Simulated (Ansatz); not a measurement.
All numbers below come from DFT PBE, scalar-relativistic, plane waves, PAW in Ansatz. Settings: cutoff 420 eV, Γ-centred meshes spaced at most about 0.3 Å⁻¹, and about 0.25 Å⁻¹ or finer for metals (2π included), Gaussian smearing. No spin polarisation in the final relaxations.

These are static total energies at zero pressure.

Two relaxed structures of Ge:

A. Space group P4/mmm (No. 123), tetragonal, a = 7.275 Å, c = 5.615 Å. Ge on a site of symmetry 2mm has 3 Ge at 2.33–2.46 Å; Ge on a site of symmetry m2m is surrounded by 4 Ge at 2.46–2.55 Å.

B. Space group R-3 (No. 148), trigonal, a = 7.220 Å, c = 10.199 Å. Ge on a site of symmetry 1 has 4 Ge at 2.65–2.80 Å, 2 Ge at 3.07–3.22 Å and 4 Ge at 3.41 Å; Ge on a site of symmetry -3 has 6 Ge at 2.80 Å and 6 Ge at 3.22 Å.

Question: Which would you expect to be lower, and how large is the difference?

Answer: B is lower, by 106 meV/atom. A has space group P4/mmm (No. 123), 37.1 Å³/atom and no gap on its mesh; B has space group R-3 (No. 148), 21.9 Å³/atom and no gap. Counting all near atoms (those within 1.25 times the shortest such distance or 1.15 times the sum of covalent radii; a plus sign parts nearer from farther groups; a slash parts the counts of unlike sites), A has Ge 3/4 and B has Ge 4+2/6+6. The denser one is the lower, and pressure would at first widen the difference. Both come from invented guesses. A third cell relaxed alike, in P6_3/mmc, lies 0.36 eV/atom below the lower of the two. The part of the Crystallography Open Database at hand lists Ge in space groups No. 64, 96, 227; no cell shown has one of them.

Cells relaxed within their symmetry can be saddle points.
